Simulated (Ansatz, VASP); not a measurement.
KI: VASP beside Ansatz

Contents of INCAR:

```
SYSTEM = KI
PREC = Accurate ; ENCUT = 520
EDIFF = 1E-7 ; ISMEAR = -1
SIGMA = 0.05 ; LREAL = .False.
LASPH = .True. ; NELM = 100
ALGO = Normal ; ISIF = 2
LWAVE = .False. ; LCHARG = .False.
GGA = PS ; NBANDS = 15
```

Contents of KPOINTS:

```
Automatic mesh
0
Gamma
  7 7 7
  0 0 0
```

Contents of POSCAR:

```
KI
1.0
    0.0000000000      3.4850289444      3.4850289444
    3.4850289444      0.0000000000      3.4850289444
    3.4850289444      3.4850289444      0.0000000000
I K
1 1
Direct
    0.5000000000      0.5000000000      0.5000000000
    0.0000000000      0.0000000000      0.0000000000
```

Contents of input.yaml:

```yaml
crystal:
  lattice:
    - [0.0, 3.4850289444, 3.4850289444]
    - [3.4850289444, 0.0, 3.4850289444]
    - [3.4850289444, 3.4850289444, 0.0]
  atoms:
    - { symbol: I, position: [0.5, 0.5, 0.5] }
    - { symbol: K, position: [0.0, 0.0, 0.0] }
hamiltonian:
  xc: pbesol
  pseudopotentials: { kind: paw }
kpoints:
  mp_grid: { grid: [7, 7, 7] }
scf:
  occupations: { method: fermi_dirac, width: 0.05 }
output:
  forces: true
  stress: true
  eigenvalues: true
```

Change from the starting cell: volume scaled by 0.96.

Alike in both runs: task single point; functional PBEsol; k mesh 7 × 7 × 7; occupations fermi-dirac, width 0.05 eV; no spin polarisation.

|  | VASP | Ansatz |
| --- | --- | --- |
| version | VASP 6.6.1 | Ansatz 0.2.0 |
| potentials or method | VASP PAW PBE potentials, release 64 (I, K_sv) | Ansatz PAW |
| plane-wave cutoff (eV) | 520 | 420 |
| valence electrons in the cell | 16 | 26 |

|  | VASP | Ansatz | Ansatz less VASP |
| --- | --- | --- | --- |
| gap on the k mesh at the Fermi level (eV) | 3.90 | 3.91 | +0.005 |
| least direct gap on the mesh (eV) | 3.90 | 3.91 | +0.005 |
| pressure (GPa) | 0.2 | 0.2 | -0.04 |

The two sets of potentials don't hold the same shells in valence.

Caveats: spin-orbit coupling is left out, which moves the levels of the heavy elements; the PAW data sets were made with another functional, which shifts forces and pressure a little (VASP); odd divisions of the mesh miss points on the zone boundary, where band edges often lie, so the gap on the mesh can be too wide (Ansatz); the PAW data sets come from PBE, with cores solved anew for the run's functional, which leaves a small shift of forces and pressure (Ansatz).
